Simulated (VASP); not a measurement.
# ZnSe (F-43m) in VASP: further runs

The runs below take ZnSe through relaxation of cell and atoms, with PBE.

All numbers are computed with VASP 6.6.1; they aren't measurements. Logs are shortened: lines on timing, memory, paths and dates and some standing lists are left out, and cuts for length are marked.

## 1. Starting point

It takes space group F-43m (No. 216, cubic). The conventional cell has a = 5.668 Å, b = 5.668 Å, c = 5.668 Å, α = 90.00°, β = 90.00°, γ = 90.00°. Around Zn (site symmetry -43m) lie 4 Se at 2.45 Å. Se (site symmetry -43m) has 4 Zn at 2.45 Å as nearest neighbours.

## 2. Relaxation of cell and atoms, PBE

INCAR reads:

```
  ALGO = Fast
  EDIFF = 1E-7
  EDIFFG = -0.002
  ENCUT = 520
  GGA = PE
  IBRION = 2
  ISIF = 3
  ISMEAR = 0
  KPAR = 4
  LASPH = T
  LCHARG = F
  LREAL = F
  LWAVE = F
  NELM = 60
  NSW = 80
  PREC = Accurate
  SIGMA = 0.02
```

KPOINTS reads:

```
k-points
0
Gamma
  10 10 10
```

POSCAR reads:

```
ZnSe
1.0
    0.0000000000      2.8338000000      2.8338000000
    2.8338000000      0.0000000000      2.8338000000
    2.8338000000      2.8338000000      0.0000000000
Zn Se
1 1
Direct
    0.0000000000      0.0000000000      0.0000000000
    0.2500000000      0.2500000000      0.2500000000
```

Potentials or basis: VASP PAW PBE potentials, release 64 (Zn, Se).

Run with:

```bash
cat potpaw_PBE.64/Zn/POTCAR potpaw_PBE.64/Se/POTCAR > POTCAR
mpirun -np 4 vasp_std > vasp.out
```

OUTCAR:

```text
EDIFF = 1E-7
   EDIFFG = -0.002
   ENCUT = 520
   GGA = PE
   IBRION = 2
   ISIF = 3
   ISMEAR = 0
   LASPH = T
   LREAL = F
   NELM = 60
   NSW = 80
   PREC = Accurate

 ion  position               nearest neighbor table
   1  0.000  0.000  0.000-   2 2.45   2 2.45   2 2.45   2 2.45
   2  0.250  0.250  0.250-   1 2.45   1 2.45   1 2.45   1 2.45

  LATTYP: Found a face centered cubic cell.
 ALAT       =     5.6676000000

  Lattice vectors:

 A1 = (   0.0000000000,   2.8338000000,   2.8338000000)
 A2 = (   2.8338000000,   0.0000000000,   2.8338000000)
 A3 = (   2.8338000000,   2.8338000000,   0.0000000000)

Analysis of symmetry for initial positions (statically):
=====================================================================
 Subroutine PRICEL returns:
 Original cell was already a primitive cell.

 Routine SETGRP: Setting up the symmetry group for a
 face centered cubic supercell.

 Subroutine GETGRP returns: Found 24 space group operations
 (whereof 24 operations were pure point group operations)
 out of a pool of 48 trial point group operations.

The static configuration has the point symmetry T_d .

Analysis of symmetry for dynamics (positions and initial velocities):
=====================================================================
 Subroutine PRICEL returns:
 Original cell was already a primitive cell.

 Routine SETGRP: Setting up the symmetry group for a
 face centered cubic supercell.

 Subroutine GETGRP returns: Found 24 space group operations
 (whereof 24 operations were pure point group operations)
 out of a pool of 48 trial point group operations.

The dynamic configuration has the point symmetry T_d .

 Subroutine INISYM returns: Found 24 space group operations
 (whereof 24 operations are pure point group operations),
 and found     1 'primitive' translations

----------------------------------------------------------------------------------------

                                     Primitive cell

  volume of cell :      45.5132

  direct lattice vectors                    reciprocal lattice vectors
     0.000000000  2.833800000  2.833800000    -0.176441527  0.176441527  0.176441527
     2.833800000  0.000000000  2.833800000     0.176441527 -0.176441527  0.176441527
     2.833800000  2.833800000  0.000000000     0.176441527  0.176441527 -0.176441527

  length of vectors
     4.007598393  4.007598393  4.007598393     0.305605690  0.305605690  0.305605690

  position of ions in fractional coordinates (direct lattice)
     0.000000000  0.000000000  0.000000000
     0.250000000  0.250000000  0.250000000

  ion indices of the primitive-cell ions
   primitive index   ion index
                 1           1
                 2           2

----------------------------------------------------------------------------------------

 KPOINTS: k-points

Automatic generation of k-mesh.
 Grid dimensions read from file:
 generate k-points for:   10   10   10

 Generating k-lattice:

  Cartesian coordinates                     Fractional coordinates (reciprocal lattice)
    -0.017644153  0.017644153  0.017644153     0.100000000  0.000000000  0.000000000
     0.017644153 -0.017644153  0.017644153     0.000000000  0.100000000  0.000000000
     0.017644153  0.017644153 -0.017644153     0.000000000  0.000000000  0.100000000

  Length of vectors
     0.030560569  0.030560569  0.030560569

  Shift w.r.t. Gamma in fractional coordinates (k-lattice)
     0.000000000  0.000000000  0.000000000

 Subroutine IBZKPT returns following result:
 ===========================================

 Found     47 irreducible k-points:

 Following reciprocal coordinates:
            Coordinates               Weight
  0.000000  0.000000  0.000000      1.000000
  0.100000  0.000000  0.000000      8.000000
  0.200000  0.000000  0.000000      8.000000
  0.300000  0.000000  0.000000      8.000000
  0.400000  0.000000  0.000000      8.000000
  0.500000  0.000000  0.000000      4.000000
[... 16 lines left out ...]
  0.300000  0.300000  0.000000      6.000000
  0.400000  0.300000  0.000000     24.000000
 [... further k-points ...]
   k-points           NKPTS =     47   k-points in BZ     NKDIM =     47   number of bands    NBANDS=     13
   number of dos      NEDOS =    301   number of ions     NIONS =      2
   total plane-waves  NPLWV =  27000
   dimension x,y,z NGX =    30 NGY =   30 NGZ =   30
   dimension x,y,z NGXF=    60 NGYF=   60 NGZF=   60
   ions per type =               1   1
   NGX,Y,Z   is equivalent  to a cutoff of  12.44, 12.44, 12.44 a.u.
   NGXF,Y,Z  is equivalent  to a cutoff of  24.89, 24.89, 24.89 a.u.
 SYSTEM =  unknown system
   PREC   = accura    normal or accurate (medium, high low for compatibility)
   ISTART =      0    job   : 0-new  1-cont  2-samecut
   ICHARG =      2    charge: 1-file 2-atom 10-const
   ISPIN  =      1    spin polarized calculation?
   LNONCOLLINEAR =      F non collinear calculations
   LSORBIT =      F    spin-orbit coupling
   LASPH  =      T    aspherical Exc in radial PAW
   ENCUT  =  520.0 eV  38.22 Ry    6.18 a.u.   7.45  7.45  7.45*2*pi/ulx,y,z
   NELM   =     60;   NELMIN=  2; NELMDL= -5     # of ELM steps
   EDIFF  = 0.1E-06   stopping-criterion for ELM
   LREAL  =      F    real-space projection
   EDIFFG = -.2E-02   stopping-criterion for IOM
   NSW    =     80    number of steps for IOM
   IBRION =      2    ionic relax: 0-MD 1-quasi-New 2-CG
   NFREE  =      1    steps in history (QN), initial steepest desc. (CG)
   ISIF   =      3    stress and relaxation
   ISYM   =      2    0-nonsym 1-usesym 2-fastsym
   POTIM  = 0.5000    time-step for ionic-motion
   TEBEG  =    0.0;   TEEND  =   0.0 temperature during run
   PSTRESS=    0.0 pullay stress
   NELECT =      18.0000    total number of electrons
   NUPDOWN=      -1.0000    fix difference up-down
   EMIN   =  10.00;   EMAX   =-10.00  energy-range for DOS
   EFERMI =   0.00;   METHOD = LEGACY
   ISMEAR =     0;   SIGMA  =   0.02  broadening in eV -4-tet -1-fermi 0-gaus
   EFERMI_NEDOS =   21; number of points for ismear=-14 and -15
   IALGO  =     68    algorithm
   IMIX   =      4    mixing-type and parameters
     AMIX     =   0.40;   BMIX     =  1.00
     AMIX_MAG =   1.60;   BMIX_MAG =  1.00
  volume/ion in A,a.u.               =      22.76       153.57
  Fermi-wavevector in a.u.,A,eV,Ry     =   1.201673  2.270834 19.647073  1.444019
  Thomas-Fermi vector in A             =   2.337476
   LORBIT       =      0    0 simple, 1 ext, 2 COOP (PROOUT), +10 PAW based schemes
   GGA     = PE    functional components
   LHFCALC =     F    Hartree Fock is set to
   AEXX    =    0.0000 exact exchange contribution
   IVDW    =     0    specifies the selected vdW correction
   LEPSILON=     F    determine dielectric tensor
   LRPA    =     F    only Hartree local field effects (RPA)
 conjugate gradient relaxation of ions
 non-spin polarized calculation
 RMM-DIIS sequential band-by-band and
 Gauss-broadening in eV      SIGMA  =   0.02
  energy-cutoff  :      520.00
  volume of cell :       45.51
 maximum number of plane-waves:      1244
 NGX is ok and might be reduce to    30
   NGX = 15   NGY = 15   NGZ = 15

--------------------------------------- Ionic step        1  -------------------------------------------

 number of electron      18.0000012 magnetization

 Free energy of the ion-electron system (eV)
  ---------------------------------------------------
  ext. energy  EPLUGINS =         0.00000000
  ---------------------------------------------------
  free energy    TOTEN  =        -6.02076840 eV

  energy without entropy =       -6.02076840  energy(sigma->0) =       -6.02076840

------------------------ aborting loop because EDIFF is reached ----------------------------------------

  FORCE on cell =-STRESS in cart. coord.  units (eV):
  Direction    XX          YY          ZZ          XY          YZ          ZX
  --------------------------------------------------------------------------------------
  -------------------------------------------------------------------------------------
  Total        0.6755198      0.6755198      0.6755198      0.0000000      0.0000000      0.0000000
  in kB       23.7799584     23.7799584     23.7799584      0.0000000      0.0000000      0.0000000
  external PRESSURE =      23.7799584 kB  Pullay stress =       0.0000000 kB
[... 89 lines left out ...]
  FREE ENERGIE OF THE ION-ELECTRON SYSTEM (eV)
  ---------------------------------------------------
  free  energy   TOTEN  =        -6.0331513661 eV

  energy  without entropy=       -6.0331513661  energy(sigma->0) =       -6.03315137

[... ionic steps 4 to 7 ...]

--------------------------------------- Ionic step        8  -------------------------------------------

 number of electron      18.0000016 magnetization

------------------------ aborting loop because EDIFF is reached ----------------------------------------
[... 67 lines left out ...]
--------------------------------------- Ionic step       10  -------------------------------------------

 number of electron      18.0000016 magnetization

 Free energy of the ion-electron system (eV)
  ---------------------------------------------------
  ext. energy  EPLUGINS =         0.00000000
  ---------------------------------------------------
  free energy    TOTEN  =        -6.03315258 eV

  energy without entropy =       -6.03315258  energy(sigma->0) =       -6.03315258

 E-fermi :   1.4292     XC(G=0):  -9.1507

 val. band max:        1.2964541264   @ k =   0.0000   0.0000   0.0000
 cond. band min:       2.4370363520   @ k =   0.0000   0.0000   0.0000
 fundamental gap:      1.1405822256
 Fermi energy:         1.4292152172

 k-point     1 :       0.0000    0.0000    0.0000
  band No.  band energies     occupation
      1     -11.7281      2.00000
      2      -5.1190      2.00000
      3      -5.1190      2.00000
      4      -5.1190      2.00000
      5      -4.7826      2.00000
      6      -4.7826      2.00000
      7       1.2965      2.00000
      8       1.2965      2.00000
      9       1.2965      2.00000
     10       2.4370      0.00000
     11       7.1072      0.00000
     12       7.1072      0.00000
     13       7.1072      0.00000
[... 354 lines left out ...]
  band No.  band energies     occupation
      1     -10.9718      2.00000
      2      -5.0737      2.00000
      3      -4.9516      2.00000
      4      -4.9406      2.00000
      5      -4.7512      2.00000
      6      -4.7496      2.00000
      7      -2.6018      2.00000
      8      -0.5711      2.00000
      9      -0.3614      2.00000
     10       4.8921      0.00000
     11       5.4029      0.00000
     12       9.4324      0.00000
     13      10.3623      0.00000

 [... further k-points ...]

------------------------ aborting loop because EDIFF is reached ----------------------------------------

  FORCE on cell =-STRESS in cart. coord.  units (eV):
  Direction    XX          YY          ZZ          XY          YZ          ZX
  --------------------------------------------------------------------------------------
  -------------------------------------------------------------------------------------
  Total        0.0026965      0.0026965      0.0026965     -0.0000000     -0.0000000      0.0000000
  in kB        0.0914089      0.0914089      0.0914089     -0.0000000     -0.0000000      0.0000000
  external PRESSURE =       0.0914089 kB  Pullay stress =       0.0000000 kB
[... 17 lines left out ...]
  FREE ENERGIE OF THE ION-ELECTRON SYSTEM (eV)
  ---------------------------------------------------
  free  energy   TOTEN  =        -6.0331525841 eV

  energy  without entropy=       -6.0331525841  energy(sigma->0) =       -6.03315258

 reached required accuracy - stopping structural energy minimisation
```

It took 83 s on 4 MPI ranks of AMD EPYC 7R43 (Zen 3), shared host; peak memory 0.15 GiB.

What came out:

```yaml
Free_energy: -6.0332 eV
Relaxed_volume: 23.63 Å³/atom
Relaxed_cell: a = 4.058 Å, b = 4.058 Å, c = 4.058 Å, α = 60.00°, β = 60.00°, γ = 60.00°
Space_group_after_relaxing_to_0.05_Å: F-43m (No. 216)
Energy_gained_by_relaxing: 6.2 meV/atom
Ionic_steps: 10
Pressure_after_relaxing: 0.0 GPa
Band_gap_on_the_k_mesh: 1.14 eV, direct
```

The path:
```
step  energy change (eV)  largest force (eV/Å)  pressure (GPa)  volume (Å³)
   1              0.0000                0.0000            2.38        45.51
   2             -0.0114                0.0000           -0.63        47.77
   3             -0.0124                0.0000            0.03        47.25
   4             -0.0124                0.0000           -0.02        47.28
   5             -0.0124                0.0000           -0.03        47.27
   6             -0.0124                0.0000            0.06        47.21
   7             -0.0124                0.0000            0.03        47.24
   8             -0.0124                0.0000            0.05        47.25
   9             -0.0124                0.0000            0.03        47.26
  10             -0.0124                0.0000            0.01        47.26
```

Final structure:
```
Zn Se
1.0
     0.00000    2.86965    2.86965
     2.86965    0.00000    2.86965
     2.86965    2.86965    0.00000
Zn Se
1 1
Direct
  0.00000 0.00000 0.00000
  0.25000 0.25000 0.25000
```

Levels at points of the mesh, in eV from the valence-band top:
```tsv
k point	band 5	band 6	band 7	band 8	band 9	band 10	band 11	band 12	band 13
(0.00, 0.00, 0.00)	-6.08	-6.08	0.00	0.00	0.00	1.14	5.81	5.81	5.81
(0.50, 0.00, 0.00)	-6.06	-5.93	-4.99	-0.81	-0.81	2.48	6.39	6.39	8.47
(0.50, 0.50, 0.00)	-6.04	-5.91	-4.59	-2.05	-2.05	3.07	3.46	10.47	10.99
```

PBE gaps usually lie below the measured ones, often by a third to a half. PBE usually gives volumes a little too large and moduli too small.

(Part 1 of 2 ends here.)
